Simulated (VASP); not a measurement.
# Al (Fm-3m) in VASP: further runs

One crystal, Al, is run at these levels: PBE; tasks: relaxation of cell and atoms.

Everything below comes from runs of VASP 6.6.1. Logs are shortened: lines on timing, memory, paths and dates and some standing lists are left out, and cuts for length are marked.

## (1) Starting point

Symmetry: Fm-3m, No. 225, cubic system. Conventional cell: a = 4.050 Å, b = 4.050 Å, c = 4.050 Å, α = 90.00°, β = 90.00°, γ = 90.00°. Around Al (site symmetry m-3m) lie 12 Al at 2.86 Å.

## (2) Relaxation of cell and atoms, PBE

File INCAR:

```
PREC = Accurate
ENCUT = 520
EDIFF = 1E-7
ISMEAR = 0
SIGMA = 1.0
LREAL = F
LASPH = T
NELM = 100
ALGO = Fast
ISIF = 3
LWAVE = F
LCHARG = F
GGA = PE
IBRION = 2
NSW = 80
EDIFFG = -0.002
```

File KPOINTS:

```
Automatic mesh
0
Gamma
  18 18 18
```

File POSCAR:

```
Al
1.0
    0.0000000000      2.0248050000      2.0248050000
    2.0248050000      0.0000000000      2.0248050000
    2.0248050000      2.0248050000      0.0000000000
Al
1
Direct
    0.0000000000      0.0000000000      0.0000000000
```

Potentials or basis: VASP PAW PBE potentials, release 64 (Al).

Command:

```bash
$ cat potpaw_PBE.64/Al/POTCAR > POTCAR
$ mpirun -np 1 vasp_std > vasp.out
```

OUTCAR:

```text
PREC = Accurate
   ENCUT = 520
   EDIFF = 1E-7
   ISMEAR = 0
   LREAL = F
   LASPH = T
   NELM = 100
   ISIF = 3
   GGA = PE
   IBRION = 2
   NSW = 80
   EDIFFG = -0.002

 ion  position               nearest neighbor table
   1  0.000  0.000  0.000-

  LATTYP: Found a face centered cubic cell.
 ALAT       =     4.0496100000

  Lattice vectors:

 A1 = (   0.0000000000,   2.0248050000,   2.0248050000)
 A2 = (   2.0248050000,   0.0000000000,   2.0248050000)
 A3 = (   2.0248050000,   2.0248050000,   0.0000000000)

Analysis of symmetry for initial positions (statically):
=====================================================================
 Subroutine PRICEL returns:
 Original cell was already a primitive cell.

 Routine SETGRP: Setting up the symmetry group for a
 face centered cubic supercell.

 Subroutine GETGRP returns: Found 48 space group operations
 (whereof 48 operations were pure point group operations)
 out of a pool of 48 trial point group operations.

The static configuration has the point symmetry O_h .

Analysis of symmetry for dynamics (positions and initial velocities):
=====================================================================
 Subroutine PRICEL returns:
 Original cell was already a primitive cell.

 Routine SETGRP: Setting up the symmetry group for a
 face centered cubic supercell.

 Subroutine GETGRP returns: Found 48 space group operations
 (whereof 48 operations were pure point group operations)
 out of a pool of 48 trial point group operations.

The dynamic configuration has the point symmetry O_h .

 Subroutine INISYM returns: Found 48 space group operations
 (whereof 48 operations are pure point group operations),
 and found     1 'primitive' translations

----------------------------------------------------------------------------------------

                                     Primitive cell

  volume of cell :      16.6027

  direct lattice vectors                    reciprocal lattice vectors
     0.000000000  2.024805000  2.024805000    -0.246937359  0.246937359  0.246937359
     2.024805000  0.000000000  2.024805000     0.246937359 -0.246937359  0.246937359
     2.024805000  2.024805000  0.000000000     0.246937359  0.246937359 -0.246937359

  length of vectors
     2.863506692  2.863506692  2.863506692     0.427708053  0.427708053  0.427708053

  position of ions in fractional coordinates (direct lattice)
     0.000000000  0.000000000  0.000000000

  ion indices of the primitive-cell ions
   primitive index   ion index
                 1           1

----------------------------------------------------------------------------------------

 KPOINTS: Automatic mesh

Automatic generation of k-mesh.
 Grid dimensions read from file:
 generate k-points for:   18   18   18

 Generating k-lattice:

  Cartesian coordinates                     Fractional coordinates (reciprocal lattice)
    -0.013718742  0.013718742  0.013718742     0.055555556  0.000000000  0.000000000
     0.013718742 -0.013718742  0.013718742     0.000000000  0.055555556  0.000000000
     0.013718742  0.013718742 -0.013718742     0.000000000  0.000000000  0.055555556

  Length of vectors
     0.023761558  0.023761558  0.023761558

  Shift w.r.t. Gamma in fractional coordinates (k-lattice)
     0.000000000  0.000000000  0.000000000

 Subroutine IBZKPT returns following result:
 ===========================================

 Found    195 irreducible k-points:

 Following reciprocal coordinates:
            Coordinates               Weight
  0.000000  0.000000  0.000000      1.000000
  0.055556  0.000000  0.000000      8.000000
  0.111111  0.000000  0.000000      8.000000
  0.166667  0.000000  0.000000      8.000000
  0.222222  0.000000  0.000000      8.000000
  0.277778  0.000000  0.000000      8.000000
[... 16 lines left out ...]
 -0.277778  0.055556  0.000000     24.000000
 -0.222222  0.055556  0.000000     24.000000
 [... further k-points ...]
   k-points           NKPTS =    195   k-points in BZ     NKDIM =    195   number of bands    NBANDS=      5
   number of dos      NEDOS =    301   number of ions     NIONS =      1
   total plane-waves  NPLWV =  13824
   dimension x,y,z NGX =    24 NGY =   24 NGZ =   24
   dimension x,y,z NGXF=    48 NGYF=   48 NGZF=   48
   ions per type =               1
   NGX,Y,Z   is equivalent  to a cutoff of  13.93, 13.93, 13.93 a.u.
   NGXF,Y,Z  is equivalent  to a cutoff of  27.87, 27.87, 27.87 a.u.
 SYSTEM =  unknown system
   PREC   = accura    normal or accurate (medium, high low for compatibility)
   ISTART =      0    job   : 0-new  1-cont  2-samecut
   ICHARG =      2    charge: 1-file 2-atom 10-const
   ISPIN  =      1    spin polarized calculation?
   LNONCOLLINEAR =      F non collinear calculations
   LSORBIT =      F    spin-orbit coupling
   LASPH  =      T    aspherical Exc in radial PAW
   ENCUT  =  520.0 eV  38.22 Ry    6.18 a.u.   5.32  5.32  5.32*2*pi/ulx,y,z
   NELM   =    100;   NELMIN=  2; NELMDL= -5     # of ELM steps
   EDIFF  = 0.1E-06   stopping-criterion for ELM
   LREAL  =      F    real-space projection
   EDIFFG = -.2E-02   stopping-criterion for IOM
   NSW    =     80    number of steps for IOM
   IBRION =      2    ionic relax: 0-MD 1-quasi-New 2-CG
   NFREE  =      1    steps in history (QN), initial steepest desc. (CG)
   ISIF   =      3    stress and relaxation
   ISYM   =      2    0-nonsym 1-usesym 2-fastsym
   POTIM  = 0.5000    time-step for ionic-motion
   TEBEG  =    0.0;   TEEND  =   0.0 temperature during run
   PSTRESS=    0.0 pullay stress
   NELECT =       3.0000    total number of electrons
   NUPDOWN=      -1.0000    fix difference up-down
   EMIN   =  10.00;   EMAX   =-10.00  energy-range for DOS
   EFERMI =   0.00;   METHOD = LEGACY
   ISMEAR =     0;   SIGMA  =   1.00  broadening in eV -4-tet -1-fermi 0-gaus
   EFERMI_NEDOS =   21; number of points for ismear=-14 and -15
   IALGO  =     68    algorithm
   IMIX   =      4    mixing-type and parameters
     AMIX     =   0.40;   BMIX     =  1.00
     AMIX_MAG =   1.60;   BMIX_MAG =  1.00
  volume/ion in A,a.u.               =      16.60       112.04
  Fermi-wavevector in a.u.,A,eV,Ry     =   0.925526  1.748991 11.654733  0.856599
  Thomas-Fermi vector in A             =   2.051390
   LORBIT       =      0    0 simple, 1 ext, 2 COOP (PROOUT), +10 PAW based schemes
   GGA     = PE    functional components
   LHFCALC =     F    Hartree Fock is set to
   AEXX    =    0.0000 exact exchange contribution
   IVDW    =     0    specifies the selected vdW correction
   LEPSILON=     F    determine dielectric tensor
   LRPA    =     F    only Hartree local field effects (RPA)
 conjugate gradient relaxation of ions
 non-spin polarized calculation
 RMM-DIIS sequential band-by-band and
 Gauss-broadening in eV      SIGMA  =   1.00
  energy-cutoff  :      520.00
  volume of cell :       16.60
 maximum number of plane-waves:       459
 NGX is ok and might be reduce to    24
   NGX = 11   NGY = 11   NGZ = 11

--------------------------------------- Ionic step        1  -------------------------------------------

 number of electron       3.0000000 magnetization

 Free energy of the ion-electron system (eV)
  ---------------------------------------------------
  ext. energy  EPLUGINS =         0.00000000
  ---------------------------------------------------
  free energy    TOTEN  =        -3.84699605 eV

  energy without entropy =       -3.64485804  energy(sigma->0) =       -3.74592704

------------------------ aborting loop because EDIFF is reached ----------------------------------------

  FORCE on cell =-STRESS in cart. coord.  units (eV):
  Direction    XX          YY          ZZ          XY          YZ          ZX
  --------------------------------------------------------------------------------------
  -------------------------------------------------------------------------------------
  Total        0.0171444      0.0171444      0.0171444     -0.0000000     -0.0000000      0.0000000
  in kB        1.6544493      1.6544493      1.6544493     -0.0000000     -0.0000000      0.0000000
  external PRESSURE =       1.6544493 kB  Pullay stress =       0.0000000 kB

 VOLUME and BASIS-vectors are now :
 -----------------------------------------------------------------------------
  energy-cutoff  :      520.00
  volume of cell :       16.60
      direct lattice vectors                 reciprocal lattice vectors
     0.000000000  2.024805000  2.024805000    -0.246937359  0.246937359  0.246937359
     2.024805000  0.000000000  2.024805000     0.246937359 -0.246937359  0.246937359
     2.024805000  2.024805000  0.000000000     0.246937359  0.246937359 -0.246937359
[... 36 lines left out ...]
 POSITION                                       TOTAL-FORCE (eV/Angst)
 -----------------------------------------------------------------------------------
      2.02648      4.05296      2.02648         0.000000      0.000000      0.000000
 -----------------------------------------------------------------------------------
    total drift:                                0.000000      0.000000     -0.000000

  FREE ENERGIE OF THE ION-ELECTRON SYSTEM (eV)
  ---------------------------------------------------
  free  energy   TOTEN  =        -3.8470142041 eV

  energy  without entropy=       -3.6445139523  energy(sigma->0) =       -3.74576408

--------------------------------------- Ionic step        3  -------------------------------------------

 number of electron       3.0000000 magnetization

 Free energy of the ion-electron system (eV)
  ---------------------------------------------------
  ext. energy  EPLUGINS =         0.00000000
  ---------------------------------------------------
  free energy    TOTEN  =        -3.84701455 eV

  energy without entropy =       -3.64455695  energy(sigma->0) =       -3.74578575

 E-fermi :   7.9007     XC(G=0): -10.1661

 val. band max:        7.8941373053   @ k =  -0.3889   0.3889   0.1667
 cond. band min:       7.9008553315   @ k =  -0.2778   0.2778   0.0556
 fundamental gap:      0.0067180262
 Fermi energy:         7.9007156764

 k-point     1 :       0.0000    0.0000    0.0000
  band No.  band energies     occupation
      1      -3.1638      2.00000
      2      20.4855      0.00000
      3      20.4855      0.00000
      4      20.4855      0.00000
      5      21.9144      0.00000

 k-point     2 :       0.0556    0.0000    0.0000
  band No.  band energies     occupation
      1      -3.0803      2.00000
      2      18.9627      0.00000
      3      20.1654      0.00000
      4      20.1654      0.00000
      5      22.3641      0.00000

 k-point     3 :       0.1111    0.0000    0.0000
  band No.  band energies     occupation
      1      -2.8303      2.00000
      2      16.7489      0.00000
      3      19.6489      0.00000
      4      19.6489      0.00000
      5      22.5747      0.00000
[... 153 lines left out ...]
 k-point    23 :      -0.2778    0.0556    0.0000
  band No.  band energies     occupation
      1      -0.7360      2.00000
      2       9.7361      0.00944
      3      16.9836      0.00000
      4      19.8351      0.00000
      5      20.7418      0.00000

 k-point    24 :      -0.2222    0.0556    0.0000
  band No.  band energies     occupation
      1      -1.5316      2.00000
      2      11.7348      0.00000
      3      17.1449      0.00000
      4      19.9813      0.00000
      5      21.7206      0.00000

 [... further k-points ...]

------------------------ aborting loop because EDIFF is reached ----------------------------------------

  FORCE on cell =-STRESS in cart. coord.  units (eV):
  Direction    XX          YY          ZZ          XY          YZ          ZX
  --------------------------------------------------------------------------------------
  -------------------------------------------------------------------------------------
  Total       -0.0000647     -0.0000647     -0.0000647      0.0000000      0.0000000      0.0000000
  in kB       -0.0062283     -0.0062283     -0.0062283      0.0000000      0.0000000      0.0000000
  external PRESSURE =      -0.0062283 kB  Pullay stress =       0.0000000 kB

 VOLUME and BASIS-vectors are now :
 -----------------------------------------------------------------------------
  energy-cutoff  :      520.00
  volume of cell :       16.64
      direct lattice vectors                 reciprocal lattice vectors
    -0.000000000  2.026283781  2.026283781    -0.246757145  0.246757145  0.246757145
     2.026283781 -0.000000000  2.026283781     0.246757145 -0.246757145  0.246757145
     2.026283781  2.026283781  0.000000000     0.246757145  0.246757145 -0.246757145

 POSITION                                       TOTAL-FORCE (eV/Angst)
 -----------------------------------------------------------------------------------
      0.00000     -0.00000      0.00000         0.000000      0.000000     -0.000000
 -----------------------------------------------------------------------------------
    total drift:                               -0.000000      0.000000      0.000000

  FREE ENERGIE OF THE ION-ELECTRON SYSTEM (eV)
  ---------------------------------------------------
  free  energy   TOTEN  =        -3.8470145520 eV

  energy  without entropy=       -3.6445569543  energy(sigma->0) =       -3.74578575

 reached required accuracy - stopping structural energy minimisation
```

Run time: 12 s. Hardware: 1 thread of Intel Xeon Platinum 8488C (Sapphire Rapids), shared host; peak memory 0.14 GiB.

Results:

```yaml
Free_energy: -3.8470 eV
Relaxed_volume: 16.64 Å³/atom
Relaxed_cell: a = 2.866 Å, b = 2.866 Å, c = 2.866 Å, α = 60.00°, β = 60.00°, γ = 60.00°
Space_group_after_relaxing_to_0.05_Å: Fm-3m (No. 225)
Energy_gained_by_relaxing: 0.0 meV/atom
Ionic_steps: 3
Pressure_after_relaxing: 0.0 GPa
Band_gap_on_the_k_mesh: none (metal or under the smearing width)
```

Final structure:
```xyz
1
Lattice="0.0000 2.0263 2.0263 2.0263 0.0000 2.0263 2.0263 2.0263 0.0000" Properties=species:S:1:pos:R:3 pbc="T T T"
Al    0.0000    0.0000    0.0000
```

Levels at points of the mesh, in eV from the Fermi level:
| k point | band 1 | band 2 | band 3 | band 4 | band 5 |
| --- | --- | --- | --- | --- | --- |
| (0.00, 0.00, 0.00) | -11.06 | 12.58 | 12.58 | 12.58 | 14.01 |
| (0.50, 0.00, 0.00) | -4.55 | -4.36 | 11.33 | 11.33 | 11.43 |
| (0.50, 0.50, 0.00) | -2.89 | -1.59 | 5.27 | 5.57 | 5.57 |

[end of part 1 of 2]
